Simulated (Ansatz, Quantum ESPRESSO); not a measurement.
# Band offsets of the BAs/BeS(110) superlattice, 5 + 5 layers, a = 4.748 Å, part 5 of 7

How do the band edges meet in the BAs/BeS(110) superlattice, 5 + 5 layers, a = 4.748 Å?

Quantum ESPRESSO 7.5; plane-wave DFT, LDA, GBRV ultrasoft pseudopotentials; cross-check by Ansatz 0.2.0 with PAW datasets.

So far. Step 6 (Macroscopic average of bulk BAs): In a crystal the running mean should be flat; that of average.x keeps a ripple of 0.42 eV. The line-up therefore uses an exact Fourier window on the same potential. Step 10 (Macroscopic average of bulk BeS): In a crystal the running mean should be flat; that of average.x keeps a ripple of 0.22 eV. The line-up therefore uses an exact Fourier window on the same potential.

## Step 11: Self-consistent run of the superlattice

The superlattice gives the step of the mean potential between the two crystals; (110) layers are neutral, so no field builds up.

System of this step: BAs/BeS(110) superlattice, 5 + 5 layers, a = 4.748 Å. The cell holds 20 atoms: 5 B, 5 As, 5 Be and 5 S. Cell: a = 4.748 Å, b = 3.357 Å, c = 16.787 Å, α = 90.0°, β = 90.0°, γ = 90.0°. Regions: BAs, 10 atoms (5 B and 5 As); BeS, 10 atoms (5 Be and 5 S). The structure's axis is c.

File ab.in:

```
&control
  prefix = 'ab'
  outdir = './out'
  pseudo_dir = './pseudo'
  calculation = 'scf'
  tprnfor = .true.
/
&system
  ibrav = 0
  nat = 20
  ntyp = 4
  ecutwfc = 40
  ecutrho = 200
  occupations = 'smearing'
  smearing = 'fd'
  degauss = 0.002
/
&electrons
  conv_thr = 1e-07
  mixing_beta = 0.5
  electron_maxstep = 120
/
ATOMIC_SPECIES
  B   10.8100  b_lda_v1.4.uspp.F.UPF
  As  74.9216  as_lda_v1.uspp.F.UPF
  Be  9.0122  be_lda_v1.4.uspp.F.UPF
  S   32.0600  s_lda_v1.4.uspp.F.UPF
CELL_PARAMETERS angstrom
  4.74800000000000 0.00000000000000 0.00000000000000
  0.00000000000000 3.35734299710000 0.00000000000000
  0.00000000000000 0.00000000000000 16.78671498540000
ATOMIC_POSITIONS crystal
  B   0.000000000000 0.000000000000 0.000000000000
  As  0.250000000000 0.500000000000 0.000000000000
  B   0.500000000000 0.500000000000 0.100000000000
  As  0.750000000000 0.000000000000 0.100000000000
  B   0.000000000000 0.000000000000 0.200000000000
  As  0.250000000000 0.500000000000 0.200000000000
  B   0.500000000000 0.500000000000 0.300000000000
  As  0.750000000000 0.000000000000 0.300000000000
  B   0.000000000000 0.000000000000 0.400000000000
  As  0.250000000000 0.500000000000 0.400000000000
  Be  0.500000000000 0.500000000000 0.500000000000
  S   0.750000000000 0.000000000000 0.500000000000
  Be  0.000000000000 0.000000000000 0.600000000000
  S   0.250000000000 0.500000000000 0.600000000000
  Be  0.500000000000 0.500000000000 0.700000000000
  S   0.750000000000 0.000000000000 0.700000000000
  Be  0.000000000000 0.000000000000 0.800000000000
  S   0.250000000000 0.500000000000 0.800000000000
  Be  0.500000000000 0.500000000000 0.900000000000
  S   0.750000000000 0.000000000000 0.900000000000
K_POINTS automatic
  6 8 1 0 0 0
```

The run is started by

```
$ OMP_NUM_THREADS=1 mpirun -n 4 pw.x -nk 2 -in ab.in > ab.out
```

What it wrote:

```text
[banner, memory and clock lines left out]
Program PWSCF v.7.5 starts

          URL

     Message from routine setup:
     using ibrav=0 with symmetry is DISCOURAGED, use correct ibrav instead

     bravais-lattice index     =            0
     lattice parameter (alat)  =       8.9724  a.u.
     unit-cell volume          =    1805.7962 (a.u.)^3
     number of atoms/cell      =           20
     number of atomic types    =            4
     number of electrons       =        90.00
     number of Kohn-Sham states=           54
     kinetic-energy cutoff     =      40.0000  Ry
     charge density cutoff     =     200.0000  Ry
     scf convergence threshold =      1.0E-07
     mixing beta               =       0.5000
     number of iterations used =            8  plain     mixing
     Exchange-correlation=  SLA  PZ   NOGX NOGC
                           (   1   1   0   0   0   0   0)

     celldm(1)=   8.972420  celldm(2)=   0.000000  celldm(3)=   0.000000
     celldm(4)=   0.000000  celldm(5)=   0.000000  celldm(6)=   0.000000

     crystal axes: (cart. coord. in units of alat)
               a(1) = (   1.000000   0.000000   0.000000 )
               a(2) = (   0.000000   0.707107   0.000000 )
               a(3) = (   0.000000   0.000000   3.535534 )

     reciprocal axes: (cart. coord. in units 2 pi/alat)
               b(1) = (  1.000000  0.000000  0.000000 )
               b(2) = (  0.000000  1.414214  0.000000 )
               b(3) = (  0.000000  0.000000  0.282843 )

     PseudoPot. # 1 for B  read from file:
     ./pseudo/b_lda_v1.4.uspp.F.UPF
     Pseudo is Ultrasoft + core correction, Zval =  3.0
     Generated by new atomic code, or converted to UPF format
     Using radial grid of  781 points,  4 beta functions with:
                l(1) =   0
                l(2) =   0
                l(3) =   1
                l(4) =   1
     Q(r) pseudized with  8 coefficients,  rinner =    1.100   1.100   1.100

     PseudoPot. # 2 for As read from file:
     ./pseudo/as_lda_v1.uspp.F.UPF
     Pseudo is Ultrasoft + core correction, Zval =  5.0
     Generated by new atomic code, or converted to UPF format
     Using radial grid of  875 points,  6 beta functions with:
                l(1) =   0
                l(2) =   0
                l(3) =   1
                l(4) =   1
                l(5) =   2
                l(6) =   2
     Q(r) pseudized with  8 coefficients,  rinner =    1.300   1.300   1.300
                                                       1.300   1.300

     PseudoPot. # 3 for Be read from file:
     ./pseudo/be_lda_v1.4.uspp.F.UPF
     Pseudo is Ultrasoft, Zval =  4.0
     Generated by new atomic code, or converted to UPF format
     Using radial grid of  769 points,  6 beta functions with:
                l(1) =   0
                l(2) =   0
                l(3) =   0
                l(4) =   1
                l(5) =   1
                l(6) =   2
     Q(r) pseudized with 10 coefficients,  rinner =    1.000   1.000   1.000
                                                       1.000   1.000

     PseudoPot. # 4 for S  read from file:
     ./pseudo/s_lda_v1.4.uspp.F.UPF
     Pseudo is Ultrasoft + core correction, Zval =  6.0
     Generated by new atomic code, or converted to UPF format
     Using radial grid of  907 points,  6 beta functions with:
                l(1) =   0
                l(2) =   0
                l(3) =   1
                l(4) =   1
                l(5) =   2
                l(6) =   2
     Q(r) pseudized with  8 coefficients,  rinner =    1.300   1.300   1.300
                                                       1.300   1.300

     atomic species   valence    mass     pseudopotential
     B                 3.00    10.81000     B ( 1.00)
     As                5.00    74.92160     As( 1.00)
     Be                4.00     9.01220     Be( 1.00)
     S                 6.00    32.06000     S ( 1.00)

      2 Sym. Ops. (no inversion) found

   Cartesian axes

     site n.     atom                  positions (alat units)
         1        B      tau(   1) = (   0.0000000   0.0000000   0.0000000  )
         2        As     tau(   2) = (   0.2500000   0.3535534   0.0000000  )
         3        B      tau(   3) = (   0.5000000   0.3535534   0.3535534  )
         4        As     tau(   4) = (   0.7500000   0.0000000   0.3535534  )
         5        B      tau(   5) = (   0.0000000   0.0000000   0.7071068  )
         6        As     tau(   6) = (   0.2500000   0.3535534   0.7071068  )
         7        B      tau(   7) = (   0.5000000   0.3535534   1.0606602  )
         8        As     tau(   8) = (   0.7500000   0.0000000   1.0606602  )
         9        B      tau(   9) = (   0.0000000   0.0000000   1.4142136  )
        10        As     tau(  10) = (   0.2500000   0.3535534   1.4142136  )
        11        Be     tau(  11) = (   0.5000000   0.3535534   1.7677670  )
        12        S      tau(  12) = (   0.7500000   0.0000000   1.7677670  )
        13        Be     tau(  13) = (   0.0000000   0.0000000   2.1213203  )
        14        S      tau(  14) = (   0.2500000   0.3535534   2.1213203  )
        15        Be     tau(  15) = (   0.5000000   0.3535534   2.4748737  )
        16        S      tau(  16) = (   0.7500000   0.0000000   2.4748737  )
        17        Be     tau(  17) = (   0.0000000   0.0000000   2.8284271  )
        18        S      tau(  18) = (   0.2500000   0.3535534   2.8284271  )
        19        Be     tau(  19) = (   0.5000000   0.3535534   3.1819805  )
        20        S      tau(  20) = (   0.7500000   0.0000000   3.1819805  )

     number of k points=    20  Fermi-Dirac smearing, width (Ry)=  0.0020
                       cart. coord. in units 2pi/alat
        k(    1) = (   0.0000000   0.0000000   0.0000000), wk =   0.0416667
        k(    2) = (   0.0000000   0.1767767   0.0000000), wk =   0.0833333
        k(    3) = (   0.0000000   0.3535534   0.0000000), wk =   0.0833333
        k(    4) = (   0.0000000   0.5303301   0.0000000), wk =   0.0833333
        k(    5) = (   0.0000000  -0.7071068   0.0000000), wk =   0.0416667
        k(    6) = (   0.1666667   0.0000000   0.0000000), wk =   0.0833333
        k(    7) = (   0.1666667   0.1767767   0.0000000), wk =   0.1666667
        k(    8) = (   0.1666667   0.3535534   0.0000000), wk =   0.1666667
        k(    9) = (   0.1666667   0.5303301   0.0000000), wk =   0.1666667
        k(   10) = (   0.1666667  -0.7071068   0.0000000), wk =   0.0833333
        k(   11) = (   0.3333333   0.0000000   0.0000000), wk =   0.0833333
        k(   12) = (   0.3333333   0.1767767   0.0000000), wk =   0.1666667
[...]
k = 0.3333 0.0000 0.0000 (  7740 PWs)   bands (ev):

   -90.6835 -90.6834 -90.6592 -90.1388 -90.1387  -7.2406  -6.9623  -6.5776
    -6.1018  -6.0137  -6.0128  -5.2830  -4.6597  -4.3691  -4.2257  -0.1411
    -0.0968   0.7557   0.8417   1.3864   1.4591   2.3750   3.0596   3.1201
     3.7883   3.9189   4.0767   4.3980   4.4157   4.6606   4.6930   4.7704
     5.1963   5.2335   5.2739   5.3637   5.3979   5.8500   5.9461   6.1736
     6.4335   6.6644   6.7169   6.9446   7.0996   9.6597  10.4974  10.6848
    10.7518  11.1387  11.3032  11.6932  11.7355  11.7645

          k = 0.3333 0.1768 0.0000 (  7743 PWs)   bands (ev):

   -90.6835 -90.6834 -90.6592 -90.1388 -90.1387  -7.1230  -6.8507  -6.4584
    -5.9888  -5.9297  -5.9165  -5.1349  -4.5227  -4.2234  -4.0854  -0.0118
     0.0303   0.8662   0.9523   1.4096   1.5162   2.0977   2.9706   3.0915
     3.3499   3.3697   3.9035   4.0254   4.0503   4.2250   4.3134   4.5718
     4.5916   4.6648   4.8757   5.1724   5.2018   5.4270   5.4342   5.6843
     5.7120   6.1963   6.2016   7.1827   7.2835  10.1794  11.0133  11.3164
    11.6696  11.7201  11.7954  12.0162  12.0493  12.3158

          k = 0.3333 0.3536 0.0000 (  7717 PWs)   bands (ev):

   -90.6835 -90.6833 -90.6592 -90.1388 -90.1387  -6.7976  -6.5484  -6.1579
    -5.7833  -5.7235  -5.5307  -4.7038  -4.1639  -3.8117  -3.7066   0.2966
     0.3007   0.8189   1.1059   1.2734   1.3809   1.3832   2.2889   2.4042
     2.5980   2.6953   2.8084   2.8504   2.9903   3.6481   3.6680   3.9360
     4.1690   4.1786   4.4008   4.5119   4.5396   5.0078   5.0833   5.3082
     5.3440   5.8750   6.0059   6.8402   6.9667  10.5758  10.9429  11.0082
    11.5005  11.6086  11.7487  12.1234  12.2186  12.4236

          k = 0.3333 0.5303 0.0000 (  7692 PWs)   bands (ev):

   -90.6835 -90.6833 -90.6592 -90.1388 -90.1386  -6.3645  -6.1733  -5.8581
    -5.6197  -5.5217  -4.8617  -4.0523  -3.8450  -3.3014  -3.2490  -0.1442
     0.0514   0.2793   0.7175   0.8858   1.0089   1.2485   1.3006   1.5543
     1.6772   1.9129   1.9474   2.8917   2.9083   3.0816   3.1438   3.7057
     3.7661   4.1529   4.1888   4.2605   4.4741   4.6207   4.9567   5.0600
     5.3348   5.4968   5.6117   6.3306   6.6335  10.5197  10.7094  11.0014
    11.2936  11.4901  11.6619  11.7114  11.9321  12.0647

          k = 0.3333-0.7071 0.0000 (  7690 PWs)   bands (ev):

   -90.6835 -90.6833 -90.6592 -90.1388 -90.1386  -6.0933  -5.9778  -5.7912
    -5.5556  -5.4526  -4.1202  -4.1190  -3.4361  -3.3791  -2.9190  -0.2369
    -0.0568  -0.0455   0.1150   0.2246   0.5493   0.6888   1.0567   1.2526
     1.4763   2.2301   2.3555   2.6363   2.7971   3.2179   3.4067   3.6534
     3.7505   3.7529   3.8222   4.1217   4.3399   4.5993   4.8044   5.0285
     5.2259   5.4932   5.7048   5.8624   6.5658  10.5864  10.9489  11.0465
    11.1728  11.2617  11.3720  11.4712  11.6362  11.7939

          k =-0.5000 0.0000 0.0000 (  7778 PWs)   bands (ev):

   -90.6836 -90.6834 -90.6593 -90.1389 -90.1387  -6.8785  -6.7305  -6.5828
    -6.2767  -6.1857  -5.5839  -5.5049  -4.9251  -4.7657  -4.4125  -0.2830
     0.0215   0.1667   0.4621   1.9724   1.9958   2.3022   2.3475   3.7532
     3.9294   4.5602   4.5720   4.7168   4.7285   4.7310   5.0169   5.0257
     5.0467   5.0728   5.0758   5.6703   5.7342   5.8097   5.9554   6.0780
     6.0958   6.2591   6.3796   6.4768   6.4861   9.9495  10.1850  11.0009
    11.0666  11.2598  11.3756  11.5496  11.6438  11.9078

          k =-0.5000 0.1768 0.0000 (  7734 PWs)   bands (ev):

   -90.6835 -90.6833 -90.6592 -90.1388 -90.1387  -6.7783  -6.6334  -6.4828
    -6.1825  -6.0912  -5.4280  -5.3577  -4.7718  -4.6182  -4.2598  -0.1519
     0.1496   0.3045   0.5999   1.9885   2.0293   2.2512   2.3663   3.1423
     3.1590   3.7979   3.9722   4.0671   4.1183   4.4162   4.5784   4.7070
     4.8064   4.8989   4.9430   5.0236   5.1785   5.2833   5.5925   5.8609
     5.9296   6.2773   6.3838   6.5460   6.6126  10.4377  10.8880  11.3492
    11.7932  11.8840  12.0625  12.0732  12.1513  12.3474

          k =-0.5000 0.3536 0.0000 (  7750 PWs)   bands (ev):

   -90.6836 -90.6834 -90.6593 -90.1389 -90.1387  -6.5135  -6.3781  -6.2177
    -5.9372  -5.8436  -4.9853  -4.9383  -4.3339  -4.2012  -3.8253   0.1749
     0.4614   0.6545   0.9743   1.4643   1.5480   1.7242   1.8085   1.8943
     1.8952   2.9202   3.0063   3.0513   3.1610   3.4085   3.4105   3.6275
     3.6978   4.6850   4.7674   4.8173   4.8897   5.1101   5.1495   5.5983
     5.8675   6.0825   6.1009   6.5110   6.5343  10.8501  11.4869  11.6707
    11.8411  11.9227  12.0466  12.0845  12.1234  12.3539

          k =-0.5000 0.5303 0.0000 (  7700 PWs)   bands (ev):

   -90.6835 -90.6833 -90.6592 -90.1388 -90.1386  -6.2059  -6.0842  -5.9081
    -5.6594  -5.5602  -4.3773  -4.3605  -3.7217  -3.6350  -3.2233   0.0772
     0.2259   0.2568   0.3844   0.4700   0.7218   0.8521   1.1846   1.4168
     1.5842   1.9925   2.0220   2.4446   2.4590   3.2791   3.4817   3.7717
     3.7966   3.9416   4.1351   4.1505   4.3503   5.1271   5.1908   5.2391
     5.4347   5.8841   6.1262   6.2975   6.5307  10.8151  11.4894  11.6544
    12.0337  12.0474  12.0817  12.1485  12.3026  12.3245

          k =-0.5000-0.7071 0.0000 (  7700 PWs)   bands (ev):

   -90.6835 -90.6833 -90.6592 -90.1388 -90.1386  -6.0614  -5.9473  -5.7618
    -5.5316  -5.4288  -4.0281  -4.0165  -3.3497  -3.3112  -2.8629  -0.5299
    -0.4006  -0.2869   0.0117   0.0215   0.3109   0.5692   1.0020   1.3430
     1.5240   1.9722   2.1869   2.4710   2.7110   3.0960   3.3051   3.4079
     3.5541   3.8141   3.8386   4.2144   4.7215   4.8109   4.9250   5.0094
     5.3217   5.7296   6.0408   6.3146   6.6131  10.7004  11.6177  11.7566
    11.9567  12.2224  12.3138  12.3219  12.4579  12.6287

     the Fermi energy is     8.7425 ev

!    total energy              =    -492.10691376 Ry
     estimated scf accuracy    <       0.00000007 Ry
     smearing contrib. (-TS)   =      -0.00000000 Ry
     internal energy E=F+TS    =    -492.10691376 Ry

     The total energy is F=E-TS. E is the sum of the following terms:
     one-electron contribution =     -75.60131431 Ry
     hartree contribution      =      60.39426220 Ry
     xc contribution           =    -237.57442101 Ry
     ewald contribution        =    -239.32544064 Ry

     convergence has been achieved in  11 iterations

     Forces acting on atoms (cartesian axes, Ry/au):

     atom    1 type  1   force =    -0.02052270    0.00000000   -0.00967919
     atom    2 type  2   force =    -0.02801506    0.00000000    0.02310162
     atom    3 type  1   force =    -0.00914697    0.00000000    0.00817503
     atom    4 type  2   force =    -0.01143601    0.00000000   -0.00805345
     atom    5 type  1   force =     0.00520014    0.00000000    0.00000346
     atom    6 type  2   force =     0.00650484    0.00000000   -0.00000327
     atom    7 type  1   force =    -0.00914851    0.00000000   -0.00818202
     atom    8 type  2   force =    -0.01143831    0.00000000    0.00805747
     atom    9 type  1   force =    -0.02052410    0.00000000    0.00968406
     atom   10 type  2   force =    -0.02802185    0.00000000   -0.02310294
     atom   11 type  3   force =     0.02151790    0.00000000    0.03062182
     atom   12 type  4   force =     0.03412380    0.00000000   -0.03116445
     atom   13 type  3   force =     0.00444990    0.00000000   -0.00171394
     atom   14 type  4   force =     0.00578898    0.00000000    0.00426884
     atom   15 type  3   force =    -0.00430723    0.00000000   -0.00000565
     atom   16 type  4   force =    -0.00091915    0.00000000    0.00001047
     atom   17 type  3   force =     0.00445404    0.00000000    0.00167012
     atom   18 type  4   force =     0.00578828    0.00000000   -0.00424762
     atom   19 type  3   force =     0.02152548    0.00000000   -0.03060422
     atom   20 type  4   force =     0.03412653    0.00000000    0.03116385

     Total force =     0.108025     Total SCF correction =     0.000633

     XML data file, charge density, pseudopotentials, collected wavefunctions

                                        0.00s GPU  (     879 calls)
```

Run time: 74 s. Hardware: 4 MPI ranks of Arm Neoverse V2, shared host; peak memory 0.77 GiB.

This step gave:

* free energy: -6695.4557 eV
* Fermi energy: 8.742 eV

The program's own clock; routines nest. Time by routine:

| routine | wall time (s) | calls |
| --- | --- | --- |
| PWSCF | 72.9 | 1 |
| electrons | 68.81 | 1 |
| c_bands | 59.56 | 11 |
| cegterg | 53.59 | 110 |
| h_psi | 32.8 | 879 |
| fftw | 17.95 | 44642 |
| vloc_psi | 17.09 | 879 |
| calbec | 10.91 | 1029 |
| h_psi:calbec | 7.86 | 879 |
| add_vuspsi | 7.76 | 879 |
| s_psi | 7.7 | 879 |
| sum_band | 7.28 | 11 |
| init_run | 2.6 | 1 |
| cdiaghg | 2.56 | 869 |

The run needed 11 iterations to bring the estimated error under 1e-07 Ry; the largest force on any atom, held or free, is 1.19 eV/Å.

## Step 12: Potential by pp.x of the superlattice

File ab.pot.in:

```
&inputpp
  prefix = 'ab'
  outdir = './out'
  filplot = 'ab.pot.dat'
  plot_num = 11
/
```

The run is started by

```
$ OMP_NUM_THREADS=1 mpirun -n 4 pp.x -in ab.pot.in > ab.pot.out
```

What it wrote:

```text
[banner, memory and clock lines left out]
Program POST-PROC v.7.5 starts

          URL

     ./out/ab.save/

     IMPORTANT: XC functional enforced from input :
     Exchange-correlation= PZ
                           (   1   1   0   0   0   0   0)
     Any further DFT definition will be discarded
     Please, verify this is what you really want

     Calling punch_plot, plot_num =  11
     Writing data to file  ab.pot.dat
     Message from routine chdens:
     namelist plot not found or invalid, exiting
```

The job ended after 1.2 s (4 MPI ranks; peak memory 0.11 GiB; 4.3 s of CPU time).

Electrostatic potential energy in the ca plane at fractional y = 0.000, with atoms of B and As and S and Be within 0.2 Å of it. With pseudopotentials it is smooth inside the atoms' cores, unlike the true potential.

Ten even steps from '0' (-75 eV) to '9' (70 eV), each cell a mean:
```
13444444113444443113444443334444443334444442
44469844444479744444311244444311344444311344
54499954554499954554200044554200144544100245
54489954554499844554300145554200245554200245
55446545555456445555432345555433445554433455
55544455555544455555544555555544555555544555
55555555555555555555555555555555555555555555
55555555555555555555555555555555555555555555
55555555555555555555555555555555555555555555
44555555445555555445555554445555554445555554
24455554324555554234555544334555544344555543
02455543003455542003455543434455543434555441
```
Columns run along c (16.8 Å; values clipped at the 3rd and 97th percentile), rows up along a (4.7 Å). Atoms in or near the plane, at fractional coordinates: B at (0.00, 0.00), As at (0.10, 0.75), B at (0.20, 0.00), As at (0.30, 0.75), B at (0.40, 0.00), S at (0.50, 0.75), Be at (0.60, 0.00), S at (0.70, 0.75), Be at (0.80, 0.00), S at (0.90, 0.75).

## Step 13: Planar and running averages of the superlattice

File ab.avg.in:

```
1
ab.pot.dat
1.0
200
3
6.3444587709
```

The run is started by

```
$ OMP_NUM_THREADS=1 average.x < ab.avg.in > ab.avg.out
```

What it wrote:

```text
[banner, memory and clock lines left out]
Program AVERAGE v.7.5 starts

          URL

     Reading header from file  ab.pot.dat
     Reading data from file  ab.pot.dat
     Output written to file avg.dat

[...]
```

It took 0.58 s on 1 MPI rank; peak memory 0.1 GiB.

This step gave:

* average.x's running mean in the BAs layers, on the run's own zero: 12.51 eV
* slope of the running mean in the BAs layers: 1.10e-4 eV/Å
* mean potential by an exact Fourier window in the BAs layers, on the run's own zero: 12.51 eV
* average.x's running mean in the BeS layers, on the run's own zero: 2.292 eV
* slope of the running mean in the BeS layers: 2.99e-4 eV/Å
* mean potential by an exact Fourier window in the BeS layers, on the run's own zero: 2.293 eV

Electrostatic potential energy of an electron; zero at the Fermi level; window 3.3573 Å. Potential energy, running mean against z:

| z (Å) | potential energy, running mean (eV) |
| --- | --- |
| 0.0 | 1.25 |
| 0.5 | 3.88 |
| 1.0 | 3.96 |
| 1.5 | 3.59 |
| 2.0 | 3.71 |
| 2.5 | 3.94 |
| 3.0 | 3.73 |
| 3.5 | 3.56 |
| 4.0 | 3.93 |
| 4.5 | 3.89 |
| 5.0 | 3.54 |
| 5.5 | 3.85 |
| 6.0 | 3.99 |
| 6.5 | 2.72 |
| 7.0 | -0.530 |
| 7.5 | -1.28 |
| 8.0 | -1.65 |
| 8.5 | -4.75 |
| 9.0 | -6.53 |
| 9.5 | -6.50 |
| 10.0 | -6.34 |
| 10.5 | -6.45 |
| 11.0 | -6.56 |
| 11.5 | -6.38 |
| 12.0 | -6.38 |
| 12.5 | -6.55 |
| 13.0 | -6.45 |
| 13.5 | -6.34 |
| 14.0 | -6.50 |
| 14.5 | -6.53 |
| 15.0 | -4.75 |
| 15.5 | -1.65 |
| 16.0 | -1.28 |
| 16.5 | -0.535 |

(Continued in part 6 of 7.)

[Logs are printed without paths, hosts, clocks, repeated set-up lines and the standing remarks that a program may print on its own settings, such as how far it seeks lower states.]

[Hosts, paths, dates, database ids (printed as entryN), source tags and the programs' standing remarks are cut or masked in the printed files.]

[Maps of the electrostatic potential energy from Ansatz leave out the sawtooth potential of an applied field or a dipole correction, so their vacuum need not be flat; planar profiles and work functions include it.]
